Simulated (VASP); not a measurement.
Set up this calculation in VASP 6.6.1, as the native input.

```
Task                   : single point
Functional             : PBE
Potentials or basis    : VASP PAW PBE potentials, release 64 (Ca_sv)
Cutoff                 : 520 eV
k mesh                 : 6 × 6 × 6
Occupations            : gaussian, width 0.1 eV
Spin                   : no spin polarisation
Dipole correction      : no
Further INCAR settings : ALGO = Normal; EDIFF = 1e-07; NBANDS = 11
```

The structure of Ca lies in POSCAR:

```
Ca
1.0
   -2.2052049036      2.2052049036      2.1961148100
    2.2052049036     -2.2052049036      2.1961148100
    2.2052049036      2.2052049036     -2.1961148100
Ca
1
Direct
    0.5000000000      0.5000000000      0.0000000000
```

This isn't the form of Ca at room conditions, which is fcc.

The input as run:

INCAR

```
PREC = Accurate
ENCUT = 520
EDIFF = 1E-7
ISMEAR = 0
SIGMA = 0.1
LREAL = F
LASPH = T
NELM = 80
ALGO = Normal
ISIF = 2
LWAVE = F
LCHARG = F
GGA = PE
NBANDS = 11
```

KPOINTS

```
regular mesh
0
Gamma
  6 6 6
```

Potentials or basis: VASP PAW PBE potentials, release 64 (Ca_sv).

Command:

```sh
$ cat potpaw_PBE.64/Ca_sv/POTCAR > POTCAR
$ mpirun -np 1 vasp_std > vasp.out
```

Results of the run:

The pressure is -0.1 GPa and the band gap on the k mesh is none (metal or under the smearing width).

Wall time 16 s on 1 thread of Intel(R) Xeon(R) Platinum 8175M CPU @ 2.50GHz (Skylake/Cascade Lake) (shared host), peak memory 0.15 GiB.
